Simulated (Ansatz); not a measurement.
Level of theory: DFT PBE, scalar-relativistic, plane waves, PAW in Ansatz. All cells share a 420 eV cutoff and Γ-centred k meshes spaced at most about 0.3 Å⁻¹ (about 0.25 or finer for metals, 2π included). No spin polarisation.

Each guess is relaxed in cell and atoms at zero pressure, on a coarse mesh first where it starts far from rest and then on a converged one. The steps can't lower the symmetry of the start, but it can rise. Energies are static (0 K, no zero-point motion).

Two unrelaxed guesses for Na₄H:

Guess 1.

```
CELL_PARAMETERS angstrom
4.43620 0.00000 0.00000
0.00000 4.43620 0.00000
0.00000 0.00000 4.43620
ATOMIC_POSITIONS crystal
Na 0.50000 0.00000 0.00000
Na 0.00000 0.50000 0.00000
Na 0.00000 0.00000 0.50000
Na 0.50000 0.50000 0.50000
H 0.00000 0.00000 0.00000
```

Guess 2.

```
CELL_PARAMETERS angstrom
4.53737 0.00000 0.00000
0.00000 4.53737 0.00000
0.00000 0.00000 9.49495
ATOMIC_POSITIONS crystal
Na 0.00000 0.00000 0.00000
Na 0.50000 0.50000 0.00000
Na 0.00000 0.50000 0.48100
Na 0.50000 0.00000 0.51900
Na 0.00000 0.00000 0.30400
Na 0.50000 0.50000 0.30400
Na 0.50000 0.50000 0.69600
Na 0.00000 0.00000 0.69600
H 0.00000 0.50000 0.16900
H 0.50000 0.00000 0.83100
```

**Question.** Which guess leads to the lower structure, and by how much?

**Answer.** Guess 1 ends lower, by 15 meV/atom. Guess 1: Pm-3m at 17.5 Å³/atom → Pm-3m at 27.2 Å³/atom; Guess 2: P4/nmm at 19.5 Å³/atom → P4/nmm at 29.8 Å³/atom. Counting Na atoms around H (those within 1.25 times the shortest such distance or 1.15 times the sum of covalent radii, 1.27 where that leaves under three), the end of guess 1 has H 6 and the end of guess 2 has H 5. End of guess 1. Conventional cell: a = 5.146 Å. Na on a site of symmetry 4/mmm has 2 H at 2.57 Å and 12 Na at 3.64 Å; Na on a site of symmetry m-3m is surrounded by 12 Na at 3.64 Å; H has 6 Na at 2.57 Å. End of guess 2. Conventional cell: a = 4.747 Å, c = 13.232 Å. Na on a site of symmetry -4m2 is surrounded by 4 Na at 3.36 Å and 2 Na at 3.57 Å; around Na on a site of symmetry 4mm lie 1 H at 2.26 Å and 8 Na at 3.46–3.55 Å; H has 1 Na at 2.26 Å and 4 Na at 2.40 Å; 1 more site not described.

Ends held by symmetry can be saddle points. Even the lowest of the cells shown lies +0.04 eV/atom against the elements. For metals, differences of a few meV/atom aren't resolved. With hydrogen, zero-point motion can shift such differences by 10 meV/atom or more. Some candidate types were left out of the draw beforehand, so a known form may be missing.
